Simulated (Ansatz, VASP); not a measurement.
Two plane-wave programs on WC (Qusongite)

Contents of INCAR:

```
SYSTEM = WC
PREC = Accurate ; ENCUT = 400
EDIFF = 1E-7 ; ISMEAR = -1
SIGMA = 0.05 ; LREAL = .False.
LASPH = .True. ; NELM = 80
ALGO = Normal ; ISIF = 2
LWAVE = .False. ; LCHARG = .False.
LMAXMIX = 4 ; GGA = PE
NBANDS = 16
```

KPOINTS

```
regular mesh
0
Gamma
  10 10 9
  0 0 0
```

File POSCAR:

```
WC
1.0
    2.9065000000      0.0000000000      0.0000000000
   -1.4532500000      2.5171028361      0.0000000000
    0.0000000000      0.0000000000      2.8366000000
W C
1 1
Direct
    0.0000000000      0.0000000000      0.0000000000
    0.6666666667      0.3333333333      0.5000000000
```

KPOINTS_OPT

```
path GMKGALHA,LM,KH
10
line-mode
reciprocal
 0.0000000000  0.0000000000  0.0000000000  G
 0.5000000000  0.0000000000  0.0000000000  M

 0.5000000000  0.0000000000  0.0000000000  M
 0.3333333333  0.3333333333  0.0000000000  K

 0.3333333333  0.3333333333  0.0000000000  K
 0.0000000000  0.0000000000  0.0000000000  G

 0.0000000000  0.0000000000  0.0000000000  G
 0.0000000000  0.0000000000  0.5000000000  A

 0.0000000000  0.0000000000  0.5000000000  A
 0.5000000000  0.0000000000  0.5000000000  L

 0.5000000000  0.0000000000  0.5000000000  L
 0.3333333333  0.3333333333  0.5000000000  H

 0.3333333333  0.3333333333  0.5000000000  H
 0.0000000000  0.0000000000  0.5000000000  A

 0.5000000000  0.0000000000  0.5000000000  L
 0.5000000000  0.0000000000  0.0000000000  M

 0.3333333333  0.3333333333  0.0000000000  K
 0.3333333333  0.3333333333  0.5000000000  H
```

File input.yaml:

```yaml
crystal:
  lattice:
    - [2.9065, 0.0, 0.0]
    - [-1.45325, 2.5171028361, 0.0]
    - [0.0, 0.0, 2.8366]
  atoms:
    - { symbol: W, position: [0.0, 0.0, 0.0] }
    - { symbol: C, position: [0.6666666667, 0.3333333333, 0.5] }
hamiltonian:
  xc: pbe
  pseudopotentials: { kind: paw }
kpoints:
  mp_grid: { grid: [10, 10, 9] }
  band_path:
    path:
      - [[0.0, 0.0, 0.0], [0.5, 0.0, 0.0], [0.3333333333, 0.3333333333, 0.0], [0.0, 0.0, 0.0], [0.0, 0.0, 0.5], [0.5, 0.0, 0.5], [0.3333333333, 0.3333333333, 0.5], [0.0, 0.0, 0.5]]
      - [[0.5, 0.0, 0.5], [0.5, 0.0, 0.0]]
      - [[0.3333333333, 0.3333333333, 0.0], [0.3333333333, 0.3333333333, 0.5]]
    npoints: 14
scf:
  occupations: { method: fermi_dirac, width: 0.05 }
  n_extra_bands: 6
output:
  forces: true
  stress: true
  eigenvalues: true
  fatbands: false
```

Alike in both runs: task band structure; functional PBE; k mesh 10 × 10 × 9; occupations fermi-dirac, width 0.05 eV; no spin polarisation.

|  | VASP | Ansatz |
| --- | --- | --- |
| version | VASP 6.6.1 | Ansatz 0.2.0 |
| potentials or method | VASP PAW PBE potentials, release 64 (W_sv, C_s) | Ansatz PAW |
| plane-wave cutoff (eV) | 400 | 420 |
| valence electrons in the cell | 18 | 18 |

VASP gave:

- gap on the k mesh at the Fermi level (eV): none
- pressure (GPa): 6.6
- largest component of the traceless stress (GPa): 0.35

Problem. Estimate Ansatz's values.

Solution. gap on the k mesh at the Fermi level (eV): none; pressure (GPa): 5.6; largest component of the traceless stress (GPa): 0.56.

A gap of «none» marks a metal or a gap that the smearing closes.

Caveats: spin-orbit coupling is left out, which moves the levels of the heavy elements; the pressure holds a Pulay correction of +0.3 GPa for the finite cutoff (Ansatz).
